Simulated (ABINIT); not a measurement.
Crystal: CoO.

```
CELL_PARAMETERS angstrom
0.00000 2.13150 2.13150
2.13150 0.00000 2.13150
2.13150 2.13150 0.00000
ATOMIC_POSITIONS crystal
Co 0.00000 0.00000 0.00000
O 0.50000 0.50000 0.50000
```

Program: ABINIT 10.8.3 (patched build). Alike in all runs: potentials or basis JTH PAW PBE v2.0; cell as given; cutoff (eV) 707; smearing fermi-dirac 0.05 eV. Hardware: 1 thread of Arm Neoverse V1, with other jobs on the host.

Task: Order these runs on this cell by their wall time, lowest first.
A. task single point; level PBE; spin collinear, ferromagnetic start; k mesh 6 × 6 × 6; mesh quality coarse
B. task projected density of states; level LDA+U; spin collinear, ferromagnetic start; U Co d U = 2 eV; k mesh 9 × 9 × 9; double counting (usepawu) 1; k mesh for the DOS 13 × 13 × 13; mesh quality not flagged
C. task single point; level PBE; spin non-collinear, random start; k mesh 4 × 4 × 4; most SCF steps 80; mesh quality coarse
D. task single point; level PBE; spin off; k mesh 6 × 6 × 6; mesh quality coarse

Result: D (14 s), A (32 s), B (230 s), C (850 s).

Caveats: some runs use coarse meshes; semilocal functionals often make such compounds metallic where correlation or magnetic order opens a gap, which also shifts bond lengths (some runs); a cell with one magnetic atom can't hold antiferromagnetic order, which such compounds often take (some runs); an odd number of electrons without spin polarisation forces a metal (some runs); a magnetic or distorted state may lie lower (some runs).
